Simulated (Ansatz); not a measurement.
Runs of Ansatz 0.2.0 on Co. Symmetry: P6_3/mmc, No. 194, hexagonal system. The conventional cell has a = 2.471 Å, b = 2.471 Å, c = 8.088 Å, α = 90.00°, β = 90.00°, γ = 120.00°. Around Co (site symmetry -6m2) lie 12 Co at 2.47 Å. Co (site symmetry -3m) has 12 Co at 2.47 Å as nearest neighbours. 

```tsv
task	level	potentials or basis	cell	k mesh	cutoff (eV)	smearing	points for each segment of the path	mesh quality	gap on the mesh (eV)	pressure (GPa)	moment (μB)	V0 of scaled cells (Å³/atom)	relaxed volume (Å³/atom)	B0 (GPa)
single point	PBE	Ansatz PAW	as given	12 × 12 × 4	420	gaussian 0.021 eV	-	not flagged	none	4.7	6.62	-	-	-
equation of state	RPBE	Ansatz PAW	as given	12 × 12 × 4	420	fermi-dirac 0.05 eV	-	not flagged	-	-	-	11.23	-	195
equation of state	revPBE+D3(BJ)	Ansatz PAW	as given	12 × 12 × 4	420	fermi-dirac 0.05 eV	-	not flagged	-	-	-	10.51	-	226
relaxation of cell and atoms	PBEsol+D3(BJ)+ATM	Ansatz PAW	relaxed	12 × 12 × 4	420	fermi-dirac 0.05 eV	-	not flagged	none	0.0	6.35	-	10.20	-
single point	PBEsol0	Ansatz PAW	as given	6 × 6 × 2	420	fermi-dirac 0.05 eV	-	coarse	none	-	7.31	-	-	-
single point	PBE	Ansatz PAW	as given	12 × 12 × 4	420	gaussian 0.02 eV	-	not flagged	none	4.7	6.62	-	-	-
equation of state	PBE	Ansatz PAW accurate	as given	12 × 12 × 4	1000	fermi-dirac 0.05 eV	-	not flagged	-	-	-	10.91	-	210
equation of state	PBEsol+D3(BJ)	Ansatz PAW	as given	12 × 12 × 4	420	fermi-dirac 0.05 eV	-	not flagged	-	-	-	(b)	-	243
band structure	HSEsol	Ansatz PAW	as given	6 × 6 × 2	420	fermi-dirac 0.05 eV	4	coarse	none	-	7.33	-	-	-
band structure	m-r2SCAN	Ansatz PAW	as given	12 × 12 × 4	500	fermi-dirac 0.05 eV	14	not flagged	none	(c)	(a)	-	-	-
relaxation of cell and atoms	RPBE+D4	Ansatz PAW	relaxed	12 × 12 × 4	420	fermi-dirac 0.05 eV	-	not flagged	-	0.0	6.63	-	10.61	-
equation of state	PBE+D4	Ansatz PAW	as given	12 × 12 × 4	420	fermi-dirac 0.05 eV	-	not flagged	-	-	-	10.62	-	223
```

Alike in all rows: spin collinear, ferromagnetic start.

Problem. Fill in the values left out.

Solution. (a) 6.52; (b) 10.14; (c) -4.7.

Caveats: some runs use coarse meshes; the PAW data sets come from PBE, with cores solved anew for the run's functional, which leaves a small shift of forces and pressure (some runs); the cell was scaled at fixed shape and fractional positions, which overstates the stiffness of a crystal with free parameters, most of all of layers and chains (some runs); the potentials were made for another functional, which shifts forces and pressure (some runs); the magnetic or orbital state may not be the lowest (some runs); the plane-wave basis is chosen anew once the cell has moved, so the energies of steps on either side of that aren't comparable (some runs); pairwise dispersion overbinds metals, which lowers pressure and volume (some runs).

A k mesh can miss the band edges.

A gap of «none» marks a metal or a gap under the smearing width.

Not every run made on this cell is shown here.
